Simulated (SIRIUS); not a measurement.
**TiB2 in SIRIUS: the effect of target pressure**

TiB2:

```xyz
3
Lattice="3.0292 0.0000 0.0000 -1.5146 2.6234 0.0000 0.0000 0.0000 3.2284" Properties=species:S:1:pos:R:3 pbc="T T T"
Ti    0.0000    0.0000    0.0000
B     1.5146    0.8745    1.6142
B     0.0000    1.7489    1.6142
```

Alike in all runs:

| Item | Value |
| --- | --- |
| Program | SIRIUS 7.10.0 |
| Task | relaxation of cell and atoms |
| Functional | PBE |
| Potentials or basis | PseudoDojo 0.4.1 PBE standard (scalar relativistic) |
| Cutoff | 1152 eV |
| Density cutoff | 4606 eV |
| k mesh | 4 × 4 × 4 |
| Occupations | fermi-dirac, width 0.05 eV |
| Spin | no spin polarisation |

Each run relaxes the cell or the atoms first.

Q: One run gave: relaxed volume 8.25 Å³/atom. Which target pressure did it use?
A. 10 GPa
B. 20 GPa
C. 5 GPa
D. 30 GPa
E. 0 GPa

A: A.

```csv
target pressure,relaxed volume (Å³/atom)
0 GPa,8.56
5 GPa,8.39
10 GPa,8.25
20 GPa,7.99
30 GPa,7.76
```

Caveats: all runs use coarse meshes.
